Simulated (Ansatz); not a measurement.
## Telling polymorphs of PbS apart by 33S

All values are calculated (Ansatz; DFT, PBE, plane waves and PAW, scalar-relativistic, 420 eV cutoff), not measured. Q(33S) = -69.40 mb, I = 3/2. The cells come from the COD and the Materials Project (computed, not necessarily observed phases), with the atoms as given or relaxed (PBE, cell held). Calculated pressures reach 2 GPa in size in them. Spin–orbit coupling is left out, which moves gradients at and beside heavy atoms (Pb) by some per cent and at some sites by far more.

Problem. A calculated 33S parameter set reads: no gradient. Which structure does it belong to?
A. Pnma, 8 atoms in the cell run; S site: 6 Pb at 3.00–3.01 Å
B. Cmcm, 4 atoms in the cell run; S site: 5 Pb at 2.69–2.99 Å
C. Fm-3m, 2 atoms in the cell run; S site: 6 Pb at 2.97 Å

Solution. C. PbS in Fm-3m gives no gradient; there S has 6 Pb at 2.97 Å. PbS in Cmcm gives |C_Q| = 0.733 MHz, η = 0.76; there S has 5 Pb at 2.69–2.99 Å. PbS in Pnma gives |C_Q| = 0.314 MHz, η = 0.96; there S has 6 Pb at 3.00–3.01 Å.

In PbS (Pnma) small gradients can still move by 0.1 × 10²¹ V/m² or more with the k-mesh.
